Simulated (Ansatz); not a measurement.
input.yaml

```yaml
crystal:
  lattice:
    - [0.0, 2.7849278145, 2.7849278145]
    - [2.7849278145, 0.0, 2.7849278145]
    - [2.7849278145, 2.7849278145, 0.0]
  atoms:
    - { symbol: Ga, position: [0.0, 0.0, 0.0] }
    - { symbol: As, position: [0.75, 0.75, 0.75] }
basis:
  ecutwfc: 500
kpoints:
  mp_grid: { grid: [12, 12, 12] }
hamiltonian:
  xc: r2scan
scf:
  occupations: { method: gaussian, width: 0.05 }
output:
  forces: true
  stress: true
  eigenvalues: true
  populations: true
```

Launched with
```bash
ansatz run input.yaml --threads 1 --pin off --max-ram 1331MiB --backend cpu --events-out ev --progress --plain --runs-dir out
```

Theory: Ansatz, DFT r2SCAN, scalar-relativistic, plane waves, PAW.

From the run's log, abridged:

```
Pseudopotentials: kind: paw
Pseudopotential: Ga, paw, valence charge 13, recommended cutoff 500 eV (meta_gga)
Pseudopotential: As, paw, valence charge 15, recommended cutoff 500 eV (meta_gga)
Functional definition: r2SCAN
Crystal: 2 atoms, lattice volume = 43.199 Å³
Basis set: ecut = 500 eV, 1067 PW (Γ), exchange–correlation on 120×120×120 points (64 copies of the dense FFT grid, shifted against one another)
Bands: 18, of which v1, the nominal top of the filled ones, is band 14 counted from 1 (13 counted from 0)
Symmetry: 24 space group operations
Space group: F-43m (ITA 216), of the structure as read, at distance tolerance 3.5e-5 Å
k-points: 72 of 1728 (time reversal used)
Initial density: superposition of atomic densities (neutral atoms: chi_scale 0, normalization atom), corrected by the library's trained network
Initial wavefunctions: pseudopotential atomic-orbital guess
Functional: x = r2scan, c = r2scan; τ floored in thin density (d = 2e-4 eV/Å³)
SCF iter   1: F=—  HF=-8655.717361 eV  |F-HF|=—  |Δ(HF+E_count)|=         —  Δρ=8.01e-3  dr2=1.07e-2  dr2_τ=5.28e-3  ethr=1.77e-3  ⟨swp⟩=5.5  Hψ=6304  notcnv=0
SCF iter   2: F=—  HF=-8655.729415 eV  |F-HF|=—  |Δ(HF+E_count)|=   1.21e-2  Δρ=1.65e-3  dr2=1.43e-3  dr2_τ=3.82e-5  ethr=3.82e-5  ⟨swp⟩=2.0  Hψ=3168  notcnv=0
SCF iter   3: F=—  HF=-8655.728906 eV  |F-HF|=—  |Δ(HF+E_count)|=   5.10e-4  Δρ=1.52e-3  dr2=3.63e-4  dr2_τ=3.00e-6  ethr=5.09e-6  ⟨swp⟩=2.0  Hψ=1993  notcnv=0
SCF iter   4: F=—  HF=-8655.729104 eV  |F-HF|=—  |Δ(HF+E_count)|=   1.98e-4  Δρ=2.60e-4  dr2=1.63e-5  dr2_τ=4.39e-7  ethr=1.30e-6  ⟨swp⟩=3.0  Hψ=2411  notcnv=0
SCF iter   5: F=—  HF=-8655.729094 eV  |F-HF|=—  |Δ(HF+E_count)|=   9.73e-6  Δρ=5.38e-5  dr2=1.65e-6  dr2_τ=1.12e-8  ethr=5.81e-8  ⟨swp⟩=2.0  Hψ=2304  notcnv=0
SCF iter   6: F=—  HF=-8655.729094 eV  |F-HF|=—  |Δ(HF+E_count)|=   5.21e-7  Δρ=1.97e-5  dr2=2.36e-7  dr2_τ=3.85e-9  ethr=5.88e-9  ⟨swp⟩=3.0  Hψ=2304  notcnv=0
SCF iter   7: F=-8655.729093 eV  HF=-8655.729093 eV  |F-HF|=7.93e-9  |Δ(HF+E_count)|=   4.68e-8  Δρ=4.78e-6  dr2=1.45e-8  dr2_τ=3.73e-11  ethr=3.57e-10  ⟨swp⟩=5.0  Hψ=5096  notcnv=0
SCF 1 converged in 7 iterations: F = -8655.729093 eV  dr2 = 1.45e-8
SCF converged after 7 iterations
Free energy (F): -8655.729093 eV
Harris-Foulkes:  -8655.729093 eV  (|F-HF|=7.93e-9)
Internal energy: -8655.729093 eV  (E = F + TS)
E sigma→0 (E₀):  -8655.729093 eV
Fermi energy:    9.256292 eV
--- Per-component energies (eV) ---
  E_band       = -316.185903
  E_kinetic    = 219.949815
  E_local      = -3853.569069  (includes V_loc(G=0)·N_el)
  E_nonlocal   = -243.038926
  E_hartree    = 1951.430015
  E_xc         = -137.397414
  E_vxc        = -145.011632  (∫ρ·V_xc dr)
  E_paw        = -3851.640610  (= ΣΔE_a)
  E_vpaw       = -204.922606  (= ΣTr[D̂ρ^β])
  E_aug_tail   = -0.000045  (compensation charges beyond the density's cutoff)
  E_vtau       = 7.546931  (kinetic-family band-sum trace: ∫τ·v_τ [+ j·A + Jᵃ·Aᵃ] dr)
  E_ewald      = -2739.352382
  E_core_change = -2.110478  (= ΣΔE_core)
  E_smearing   =  0.000000  (= −TS)
--- Forces (eV/Å), atoms counted from 1 ---
  atom   1  Ga     0.00000000     0.00000000     0.00000000
  atom   2  As     0.00000000     0.00000000     0.00000000
--- Stress (GPa, compression-positive) ---
        4.218118       0.000000       0.000000
        0.000000       4.218118       0.000000
        0.000000       0.000000       4.218118
  P = ⅓ Tr σ = 4.2181 GPa (42.181 kbar)
--- Band table (eV; the first three rows and the last of 72) ---
  k-point 0: bands = ["-27.2833", "-27.2833", "-27.2833", "-27.2689", "-27.2689", "-6.7455", "-6.7455", "-6.7455", "-6.6437", "-6.6437", "-4.9875", "8.5638", "8.5638", "8.5638", "9.9468", "12.6244", "12.6244", "12.6244"]
  k-point 1: bands = ["-27.2833", "-27.2832", "-27.2832", "-27.2688", "-27.2688", "-6.7549", "-6.7434", "-6.7434", "-6.6438", "-6.6438", "-4.8946", "7.4661", "8.4387", "8.4387", "10.6111", "12.8103", "12.8103", "12.8459"]
  k-point 2: bands = ["-27.2832", "-27.2830", "-27.2830", "-27.2688", "-27.2688", "-6.7782", "-6.7380", "-6.7380", "-6.6440", "-6.6440", "-4.6254", "5.8436", "8.1446", "8.1446", "10.7996", "13.2242", "13.2242", "13.8429"]
  k-point 71: bands = ["-27.2829", "-27.2824", "-27.2808", "-27.2691", "-27.2680", "-6.8757", "-6.7044", "-6.6899", "-6.6573", "-6.6394", "-2.0793", "1.5729", "4.6994", "4.9095", "13.6619", "13.8174", "14.6346", "15.0819"]
--- Löwdin populations: 2 sites ---
  site symbol q [e]
     0     Ga     12.9124
     1     As     15.0428
  spilling = 0.001601 (of n_electrons = 28.000000)
```

The run converged.